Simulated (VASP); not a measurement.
# TiSe2 in VASP: notebook

One slab, TiSe2, is run at these levels: PBE+D3(BJ), PBE, LDA; tasks: relaxation of cell and atoms.

The COD entry that gives the cell may itself be a prediction, so a difference from it is no test against experiment.

All numbers are computed with VASP 6.6.1; they aren't measurements. Logs are shortened: lines on timing, memory, paths and dates and some standing lists are left out, and cuts for length are marked.

## Step 1: The structure

The cell holds a slab with vacuum, 3 atoms: a = 3.475 Å, b = 3.475 Å, c = 21.064 Å, α = 90.00°, β = 90.00°, γ = 120.00°.

## Step 2: Relaxation of cell and atoms, PBE+D3(BJ)

Input file INCAR:

```
PREC = Accurate ; ENCUT = 600
EDIFF = 1E-7 ; ISMEAR = 0
SIGMA = 0.03 ; LREAL = False
LASPH = True ; NELM = 80
ALGO = Normal ; ISIF = 3
LWAVE = False ; LCHARG = False
GGA = PE ; IVDW = 12
IBRION = 2 ; NSW = 90
EDIFFG = -0.005 ; LATTICE_CONSTRAINTS = .TRUE. .TRUE. .FALSE.
KPAR = 4
```

Input file KPOINTS:

```
regular mesh
0
Gamma
  12 12 1
```

Input file POSCAR:

```
TiSe2                                   
1.0
    3.4745717031      0.0000000000      0.0000000000
   -1.7372858516      3.0090673643      0.0000000000
    0.0000000000      0.0000000000     21.0644416000
  Se              Ti            
     2     1
Direct
     0.6666666699999979    0.3333333300000021    0.4253316808947438
     0.3333333300000021    0.6666666699999979    0.5746683191052565
     0.0000000000000000    0.0000000000000000    0.5000000000000000
```

Potentials or basis: VASP PAW PBE potentials, release 64 (Se, Ti_sv).

Command:

```bash
cat potpaw_PBE.64/Se/POTCAR potpaw_PBE.64/Ti_sv/POTCAR > POTCAR
mpirun -np 4 vasp_std > vasp.out
```

OUTCAR:

```text
PREC = Accurate
   ENCUT = 600
   EDIFF = 1E-7
   ISMEAR = 0
   LREAL = False
   LASPH = True
   NELM = 80
   ISIF = 3
   GGA = PE
   IVDW = 12
   IBRION = 2
   NSW = 90
   EDIFFG = -0.005
 IVDW          = 12

 ion  position               nearest neighbor table
   1  0.667  0.333  0.425-   3 2.55   3 2.55   3 2.55
   2  0.333  0.667  0.575-   3 2.55   3 2.55   3 2.55
   3  0.000  0.000  0.500-   1 2.55   2 2.55   1 2.55   2 2.55   1 2.55   2 2.55

  LATTYP: Found a hexagonal cell.
 ALAT       =     3.4745717031
 C/A-ratio  =     6.0624570163

  Lattice vectors:

 A1 = (   3.4745717031,   0.0000000000,   0.0000000000)
 A2 = (  -1.7372858516,   3.0090673643,   0.0000000000)
 A3 = (   0.0000000000,   0.0000000000,  21.0644416000)

Analysis of symmetry for initial positions (statically):
=====================================================================
 Subroutine PRICEL returns:
 Original cell was already a primitive cell.

 Routine SETGRP: Setting up the symmetry group for a
 hexagonal supercell.

 Subroutine GETGRP returns: Found 12 space group operations
 (whereof 12 operations were pure point group operations)
 out of a pool of 24 trial point group operations.

The static configuration has the point symmetry D_3d.

Analysis of symmetry for dynamics (positions and initial velocities):
=====================================================================
 Subroutine PRICEL returns:
 Original cell was already a primitive cell.

 Routine SETGRP: Setting up the symmetry group for a
 hexagonal supercell.

 Subroutine GETGRP returns: Found 12 space group operations
 (whereof 12 operations were pure point group operations)
 out of a pool of 24 trial point group operations.

The dynamic configuration has the point symmetry D_3d.

 Subroutine INISYM returns: Found 12 space group operations
 (whereof 12 operations are pure point group operations),
 and found     1 'primitive' translations

----------------------------------------------------------------------------------------

                                     Primitive cell

  volume of cell :     220.2334

  direct lattice vectors                    reciprocal lattice vectors
     3.474571703  0.000000000  0.000000000     0.287805256  0.166164442  0.000000000
    -1.737285852  3.009067364  0.000000000     0.000000000  0.332328884  0.000000000
     0.000000000  0.000000000 21.064441600     0.000000000  0.000000000  0.047473369

  length of vectors
     3.474571703  3.474571705 21.064441600     0.332328884  0.332328884  0.047473369

  position of ions in fractional coordinates (direct lattice)
     0.666666670  0.333333330  0.425331681
     0.333333330  0.666666670  0.574668319
     0.000000000  0.000000000  0.500000000

  ion indices of the primitive-cell ions
   primitive index   ion index
                 1           1
                 2           2
                 3           3

----------------------------------------------------------------------------------------

 KPOINTS: regular mesh

Automatic generation of k-mesh.
 Grid dimensions read from file:
 generate k-points for:   12   12    1

 Generating k-lattice:

  Cartesian coordinates                     Fractional coordinates (reciprocal lattice)
     0.023983771  0.013847037  0.000000000     0.083333333  0.000000000  0.000000000
     0.000000000  0.027694074  0.000000000     0.000000000  0.083333333  0.000000000
     0.000000000  0.000000000  0.047473369     0.000000000  0.000000000  1.000000000

  Length of vectors
     0.027694074  0.027694074  0.047473369

  Shift w.r.t. Gamma in fractional coordinates (k-lattice)
     0.000000000  0.000000000  0.000000000

 Subroutine IBZKPT returns following result:
 ===========================================

 Found     19 irreducible k-points:

 Following reciprocal coordinates:
            Coordinates               Weight
  0.000000  0.000000  0.000000      1.000000
  0.083333  0.000000  0.000000      6.000000
  0.166667  0.000000  0.000000      6.000000
  0.250000  0.000000  0.000000      6.000000
  0.333333  0.000000  0.000000      6.000000
  0.416667  0.000000  0.000000      6.000000
[... 11 lines left out ...]
  0.333333  0.250000  0.000000     12.000000
  0.333333  0.333333  0.000000      2.000000
   k-points           NKPTS =     19   k-points in BZ     NKDIM =     19   number of bands    NBANDS=     16
   number of dos      NEDOS =    301   number of ions     NIONS =      3
   total plane-waves  NPLWV = 131712
   dimension x,y,z NGX =    28 NGY =   28 NGZ =  168
   dimension x,y,z NGXF=    56 NGYF=   56 NGZF=  336
   ions per type =               2   1
   NGX,Y,Z   is equivalent  to a cutoff of  13.40, 13.40, 13.26 a.u.
   NGXF,Y,Z  is equivalent  to a cutoff of  26.79, 26.79, 26.52 a.u.
 SYSTEM =  unknown system
   PREC   = accura    normal or accurate (medium, high low for compatibility)
   ISTART =      0    job   : 0-new  1-cont  2-samecut
   ICHARG =      2    charge: 1-file 2-atom 10-const
   ISPIN  =      1    spin polarized calculation?
   LNONCOLLINEAR =      F non collinear calculations
   LSORBIT =      F    spin-orbit coupling
   LASPH  =      T    aspherical Exc in radial PAW
   ENCUT  =  600.0 eV  44.10 Ry    6.64 a.u.   6.94  6.94 42.07*2*pi/ulx,y,z
   NELM   =     80;   NELMIN=  2; NELMDL= -5     # of ELM steps
   EDIFF  = 0.1E-06   stopping-criterion for ELM
   LREAL  =      F    real-space projection
   EDIFFG = -.5E-02   stopping-criterion for IOM
   NSW    =     90    number of steps for IOM
   IBRION =      2    ionic relax: 0-MD 1-quasi-New 2-CG
   NFREE  =      1    steps in history (QN), initial steepest desc. (CG)
   ISIF   =      3    stress and relaxation
   ISYM   =      2    0-nonsym 1-usesym 2-fastsym
   POTIM  = 0.5000    time-step for ionic-motion
   TEBEG  =    0.0;   TEEND  =   0.0 temperature during run
   PSTRESS=    0.0 pullay stress
   NELECT =      24.0000    total number of electrons
   NUPDOWN=      -1.0000    fix difference up-down
   EMIN   =  10.00;   EMAX   =-10.00  energy-range for DOS
   EFERMI =   0.00;   METHOD = LEGACY
   ISMEAR =     0;   SIGMA  =   0.03  broadening in eV -4-tet -1-fermi 0-gaus
   EFERMI_NEDOS =   21; number of points for ismear=-14 and -15
   IALGO  =     38    algorithm
   IMIX   =      4    mixing-type and parameters
     AMIX     =   0.40;   BMIX     =  1.00
     AMIX_MAG =   1.60;   BMIX_MAG =  1.00
  volume/ion in A,a.u.               =      73.41       495.40
  Fermi-wavevector in a.u.,A,eV,Ry     =   0.781959  1.477689  8.319425  0.611460
  Thomas-Fermi vector in A             =   1.885584
   LORBIT       =      0    0 simple, 1 ext, 2 COOP (PROOUT), +10 PAW based schemes
   GGA     = PE    functional components
   LHFCALC =     F    Hartree Fock is set to
   AEXX    =    0.0000 exact exchange contribution
   IVDW    =    12    specifies the selected vdW correction
   LEPSILON=     F    determine dielectric tensor
   LRPA    =     F    only Hartree local field effects (RPA)
 conjugate gradient relaxation of ions
 non-spin polarized calculation
 Gauss-broadening in eV      SIGMA  =   0.03
  energy-cutoff  :      600.00
  volume of cell :      220.23
 maximum number of plane-waves:      7373
 NGX is ok and might be reduce to    28
   NGX = 13   NGY = 13   NGZ = 85

 number of electron      24.0000002 magnetization

 Free energy of the ion-electron system (eV)
  ---------------------------------------------------
  ext. energy  EPLUGINS =         0.00000000
  ---------------------------------------------------
  free energy    TOTEN  =       -18.17984229 eV

  energy without entropy =      -18.17938061  energy(sigma->0) =      -18.17961145

 E-fermi :  -2.3295     XC(G=0):  -3.4299

 val. band max:       -2.3498660890   @ k =   0.4167   0.0000   0.0000
 cond. band min:      -2.2700618644   @ k =   0.0833   0.0000   0.0000
 fundamental gap:      0.0798042246
 Fermi energy:        -2.3295228427

 k-point     1 :       0.0000    0.0000    0.0000
  band No.  band energies     occupation
      1     -59.8519      2.00000
      2     -36.0772      2.00000
      3     -36.0636      2.00000
      4     -36.0636      2.00000
      5     -16.0663      2.00000
      6     -15.1709      2.00000
[... 8 lines left out ...]
     15      -1.5428      0.00000
     16       1.2741      0.00000

 k-point     2 :       0.0833    0.0000    0.0000
  band No.  band energies     occupation
      1     -59.8513      2.00000
      2     -36.0757      2.00000
      3     -36.0706      2.00000
      4     -36.0652      2.00000
      5     -15.9886      2.00000
      6     -15.1314      2.00000
[... 8 lines left out ...]
     15      -1.1755      0.00000
     16       0.8752      0.00000

 k-point     3 :       0.1667    0.0000    0.0000
  band No.  band energies     occupation
      1     -59.8496      2.00000
      2     -36.0897      2.00000
      3     -36.0715      2.00000
      4     -36.0695      2.00000
      5     -15.7660      2.00000
      6     -15.0200      2.00000
[... 8 lines left out ...]
     15      -0.8840      0.00000
     16       0.3439      0.00000

 k-point     4 :       0.2500    0.0000    0.0000
  band No.  band energies     occupation
      1     -59.8472      2.00000
      2     -36.1157      2.00000
      3     -36.0755      2.00000
      4     -36.0658      2.00000
      5     -15.4324      2.00000
      6     -14.8586      2.00000
[... 8 lines left out ...]
     15      -0.7320      0.00000
     16       0.3331      0.00000

 k-point     5 :       0.3333    0.0000    0.0000
  band No.  band energies     occupation
      1     -59.8449      2.00000
      2     -36.1415      2.00000
      3     -36.0814      2.00000
      4     -36.0600      2.00000
      5     -15.0544      2.00000
      6     -14.6834      2.00000
[... 8 lines left out ...]
     15      -0.5751      0.00000
     16       0.7577      0.00000

 k-point     6 :       0.4167    0.0000    0.0000
  band No.  band energies     occupation
      1     -59.8432      2.00000
      2     -36.1603      2.00000
      3     -36.0857      2.00000
      4     -36.0559      2.00000
      5     -14.7427      2.00000
      6     -14.5400      2.00000
[... 8 lines left out ...]
     15      -0.4509      0.00000
     16       1.1251      0.00000
[... 172 lines left out ...]
 k-point    16 :       0.4167    0.1667    0.0000
  band No.  band energies     occupation
      1     -59.8420      2.00000
      2     -36.1582      2.00000
      3     -36.1037      2.00000
      4     -36.0531      2.00000
      5     -14.5245      2.00000
      6     -14.4396      2.00000
[... 8 lines left out ...]
     15      -0.5588      0.00000
     16       0.5171      0.00000

 k-point    17 :       0.2500    0.2500    0.0000
  band No.  band energies     occupation
      1     -59.8426      2.00000
      2     -36.1472      2.00000
      3     -36.1073      2.00000
      4     -36.0544      2.00000
      5     -14.6296      2.00000
      6     -14.4996      2.00000
[... 8 lines left out ...]
     15      -0.5772      0.00000
     16       0.2081      0.00000

 k-point    18 :       0.3333    0.2500    0.0000
  band No.  band energies     occupation
      1     -59.8417      2.00000
      2     -36.1481      2.00000
      3     -36.1180      2.00000
      4     -36.0523      2.00000
      5     -14.4605      2.00000
      6     -14.4229      2.00000
[... 8 lines left out ...]
     15      -0.6583      0.00000
     16       0.3869      0.00000

 k-point    19 :       0.3333    0.3333    0.0000
  band No.  band energies     occupation
      1     -59.8414      2.00000
      2     -36.1352      2.00000
      3     -36.1352      2.00000
      4     -36.0516      2.00000
      5     -14.3969      2.00000
      6     -14.3969      2.00000
[... 8 lines left out ...]
     15      -0.8057      0.00000
     16       0.6929      0.00000

------------------------ aborting loop because EDIFF is reached ----------------------------------------

 Edisp (eV)   -0.92364

 E8    (eV) :    -0.4270

  FORCE on cell =-STRESS in cart. coord.  units (eV):
  Direction    XX          YY          ZZ          XY          YZ          ZX
  --------------------------------------------------------------------------------------
  -------------------------------------------------------------------------------------
  Total      -0.00301    -0.00301    -0.01278     0.00000     0.00000    -0.00000
  in kB      -0.02192    -0.02192    -0.09300     0.00000     0.00000    -0.00000
  external pressure =       -0.05 kB  Pullay stress =        0.00 kB

 VOLUME and BASIS-vectors are now :
 -----------------------------------------------------------------------------
  energy-cutoff  :      600.00
  volume of cell :      220.23
      direct lattice vectors                 reciprocal lattice vectors
     3.474571703  0.000000000  0.000000000     0.287805256  0.166164442  0.000000000
    -1.737285852  3.009067364  0.000000000     0.000000000  0.332328884  0.000000000
     0.000000000  0.000000000 21.064441600     0.000000000  0.000000000  0.047473369

 POSITION                                       TOTAL-FORCE (eV/Angst)
 -----------------------------------------------------------------------------------
      1.73729      1.00302      8.95937        -0.000000     -0.000000      0.000031
     -0.00000      2.00604     12.10507         0.000000      0.000000     -0.000031
      0.00000      0.00000     10.53222         0.000000      0.000000      0.000000
 -----------------------------------------------------------------------------------
    total drift:                                0.000000     -0.000000      0.000000

  FREE ENERGIE OF THE ION-ELECTRON SYSTEM (eV)
  ---------------------------------------------------
  free  energy   TOTEN  =       -19.1034852042 eV

  energy  without entropy=      -19.1030235264  energy(sigma->0) =      -19.10325437

 reached required accuracy - stopping structural energy minimisation
```

Wall time 56 s (4 MPI ranks of Intel Xeon Platinum 8488C (Sapphire Rapids), shared host); peak memory 0.43 GiB.

Results:

- Free energy: -19.1035 eV
- Band gap on the k mesh: none (metal or under the smearing width)
- Dispersion energy per atom: -0.308 eV

Final structure:
```xyz
3
Lattice="3.4746 0.0000 0.0000 -1.7373 3.0091 0.0000 0.0000 0.0000 21.0644" Properties=species:S:1:pos:R:3 pbc="T T T"
Se    1.7373    1.0030    8.9594
Se    0.0000    2.0060   12.1051
Ti    0.0000    0.0000   10.5322
```

Caveat: the relaxation stopped at its first step, so nothing moved.

(Part 1 of 3 ends here.)
